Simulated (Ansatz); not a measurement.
Ni:

```xyz
2
Lattice="2.4480 0.0000 0.0000 -1.2240 2.1201 0.0000 0.0000 0.0000 4.0728" Properties=species:S:1:pos:R:3 pbc="T T T"
Ni    1.2240    0.7067    3.0546
Ni    0.0000    1.4134    1.0182
```

This isn't the form of Ni at room conditions, which is fcc.

Base run:

```yaml
Program: Ansatz 0.2.0
Functional: PBEsol
Potentials_or_basis: Ansatz PAW
Cutoff: "420 eV (not typed: the program's choice for these potentials)"
k_mesh: 12 × 12 × 7
Occupations: fermi-dirac, width 0.05 eV
Spin: collinear spin, ferromagnetic start
Starting_moments: "[2.5, 2.5] μB"
```

Its results: band gap on the k mesh none (metal or under the smearing width); pressure -3.0 GPa.

Q: The run is repeated on the same cell with these changes: spin from collinear spin, ferromagnetic start to no spin polarisation. What comes out?

A: Band gap on the k mesh none (metal or under the smearing width); pressure -4.3 GPa.

Caveats: the PAW data sets come from PBE, with cores solved anew for the run's functional, which leaves a small shift of forces and pressure.
